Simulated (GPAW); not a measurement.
A run of GPAW 26.7.0 is set up as follows.

The input run.py:

```python
from ase import Atoms
from ase.dft.bandgap import bandgap
from ase.io import write
from ase.units import GPa
from gpaw import GPAW, PW

atoms = Atoms(['Se', 'Se', 'Se'],
              cell=[[4.3662, 0.0, 0.0],
                    [-2.1831, 3.781240118, 0.0],
                    [0.0, 0.0, 4.9536]],
              scaled_positions=[[0.7746, 0.7746, 0.0],
                                [0.0, 0.2254, 0.6666666667],
                                [0.2254, 0.0, 0.3333333333]],
              pbc=True)

calc = GPAW(mode=PW(600),
            xc='PBE',
            kpts={'size': (7, 7, 6), 'gamma': True},
            occupations={'name': 'methfessel-paxton', 'order': 0, 'width': 0.028000000000000004},
            nbands=19,
            convergence={'density': 1e-05, 'energy': 1e-05},
            maxiter=150,
            txt='gpaw.txt')
atoms.calc = calc
energy = atoms.get_potential_energy()
forces = atoms.get_forces()
stress = atoms.get_stress()
calc.write('gs.gpw')
write('result.traj', atoms)
print(f'Energy: {energy:.6f} eV')
print('Forces (eV/A):')
print(forces.round(4))
print('Stress (GPa):', (stress / GPa).round(3))
print('Fermi level:', round(calc.get_fermi_level(), 4), 'eV')
print(f'Gap: {bandgap(calc)[0]:.4f} eV, direct: {bandgap(calc, direct=True)[0]:.4f} eV')
```

Potentials or basis: GPAW PAW data sets (gpaw-data 1.2.1), pw.

The run is started by

```sh
$ OMP_NUM_THREADS=1 python run.py
```

Question: Estimate the largest force.

Answer: 0.420 eV/Å.

Question: Estimate the band gap on the k mesh.

Answer: 1.21 eV, indirect (least direct gap 1.47 eV).

Question: Predict the pressure.

Answer: 2.8 GPa.

Stress tensor (GPa, compression positive):
```
2.21 0.00 0.00
0.00 2.21 0.00
0.00 0.00 4.01
```

Caveat: an odd mesh through Γ misses points on the zone boundary, where band edges often lie. A hybrid or GW would open this gap; PBE tends to underestimate it.
